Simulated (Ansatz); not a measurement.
## Relaxing Eu in the diamond type

First guess:

```
CELL_PARAMETERS angstrom
0.00000 3.21951 3.21951
3.21951 0.00000 3.21951
3.21951 3.21951 0.00000
ATOMIC_POSITIONS crystal
Eu 0.00000 0.00000 0.00000
Eu 0.25000 0.25000 0.25000
```

Method: DFT, PBE, PAW with Ansatz's default frozen-core files, scalar-relativistic in Ansatz 0.2.0.

Cell and atoms relax within the symmetry of the start on a 10×10×10 k mesh with 0.05 eV Fermi–Dirac smearing, from parallel moments.

The start is built from a prototype, known or not as a phase of this compound; the cutoff is 420 eV.

Where the f shell is localised, expect the real compound to differ from this run without U.

No spin–orbit coupling, which matters for the heavy atoms here.

The magnetic state is the one reached from parallel moments; other orders may lie lower.

(1) What is the pressure of the first guess?

(2) What does it relax to?

(3) How much energy does the relaxation release?

(4) What moment does the relaxed primitive cell (2 atoms) carry?

Answers

(1) 3.30 GPa.

(2) a = 8.294 Å, b = 8.294 Å, c = 8.294 Å, α = 90.00°, β = 90.00°, γ = 90.00° (conventional cell), 71.31 Å³ per atom:
```
CELL_PARAMETERS angstrom
0.00000 4.14690 4.14690
4.14690 0.00000 4.14690
4.14690 4.14690 0.00000
ATOMIC_POSITIONS crystal
Eu 0.00000 0.00000 0.00000
Eu 0.25000 0.25000 0.25000
```

(3) 190 meV/atom.

(4) 16.07 μB.
